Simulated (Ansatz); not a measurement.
# MgO (P-6m2), an elastic constant from a strain scan

All numbers below come from DFT PBE, scalar-relativistic, plane waves, PAW in Ansatz. Settings: plane waves to 420 eV, k-mesh 9×9×8 (Γ-centred), Gaussian smearing 0.05 eV. No spin polarisation. Energies are free energies at this smearing, counted from the undisturbed cell; pressure is positive in compression.

The undisturbed cell (as given, not relaxed at this level; it stands at 0.0 GPa; this form isn't the usual structure):

```xyz
2
Lattice="2.9380 0.0000 0.0000 -1.4690 2.5444 0.0000 0.0000 0.0000 2.6797" Properties=species:S:1:pos:R:3 pbc="T T T"
Mg   -1.4690    2.5444    0.0000
O     0.0000    1.6963    1.3398
```

The cell is strained by ε times the Voigt pattern (0, 1, 0, 0, 0, 0) (xx, yy, zz, yz, xz, xy; engineering shear) with fractional coordinates fixed. The cell holds 2 atoms in V0 = 20.03 Å³. The stress column is τ = (1/V0) dE/dε, got from the stress tensor σ (compression positive) at each point as −det(1 + εP) σ : P(1 + εP)⁻¹, with P the pattern as a tensor.

```
      ε  ΔE (meV/atom)  τ (GPa)
-0.0400         16.946  -14.034
-0.0300          9.363  -10.270
-0.0200          4.064   -6.669
-0.0100          0.982   -3.231
 0.0000          0.000    0.048
 0.0100          0.999    3.182
 0.0200          3.946    6.176
 0.0300          8.698    9.025
 0.0350         11.735   10.400
 0.0400              ?        ?
```

**Question.** Which combination of elastic constants does this scan measure, and how large is it?

**Answer.** For small ε, τ = τ0 + Kε with K = pᵀCp, which for this pattern is C22 in the Cartesian frame shown. The parabola through τ at ε = -0.0100, 0 and 0.0100 has slope K = 321 GPa at zero. The energies per cell, E = NΔE, of the same two points give K = 2[E(ε₊)/ε₊ − E(ε₋)/ε₋]/[(ε₊ − ε₋)V0] = 317 GPa, in agreement. These are clamped-ion values.

**Question.** Predict the withheld row at ε = 0.0400 from the harmonic law, and compare.

**Answer.** ΔE = V0(τ0 ε + Kε²/2)/N = 16.156 meV/atom and τ = 12.87 GPa. The calculation gives 15.198 meV/atom and 11.75 GPa: the energy lies 6 % below the harmonic value, as bonds soften when stretched.

Forces appear on the atoms along this scan, and letting them relax would lower the energy and soften the response.